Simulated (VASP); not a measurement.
Ba8Zr8HO24 (a cell with a defect), 41 atoms in the cell. The cell holds a defect, 41 atoms: a = 8.454 Å, b = 8.454 Å, c = 8.454 Å, α = 90.00°, β = 90.00°, γ = 90.00°. 

| Item | Value |
| --- | --- |
| Program | VASP 6.6.1 |
| Task | single point |
| Functional | PBE |
| Potentials or basis | VASP PAW PBE potentials, release 64 (Ba_sv, Zr_sv, O, H) |
| Cutoff | 520 eV |
| k mesh | 2 × 2 × 2, shifted |
| Occupations | gaussian, width 0.02 eV |
| Spin | no spin polarisation |
| Dipole correction | no |
| Charge | 1 |
| Further INCAR settings | LREAL = Auto; ALGO = Fast; EDIFF = 1e-06; NBANDS = 186; NELECT = 320.0 |

Potentials or basis: VASP PAW PBE potentials, release 64 (Ba_sv, Zr_sv, O, H).

Run with:

```console
$ cat potpaw_PBE.64/Ba_sv/POTCAR potpaw_PBE.64/Zr_sv/POTCAR potpaw_PBE.64/O/POTCAR potpaw_PBE.64/H/POTCAR > POTCAR
$ mpirun -np 1 vasp_std > vasp.out
```

Hardware: 1 thread of Intel(R) Xeon(R) 6975P-C (Granite Rapids), with other jobs on the host.

Q: Estimate the wall time of this run.

A: It took 11 min on 1 thread of Intel(R) Xeon(R) 6975P-C (Granite Rapids), with other jobs on the host, peak memory 0.79 GiB. Counts: scf iterations 28, k points 4.
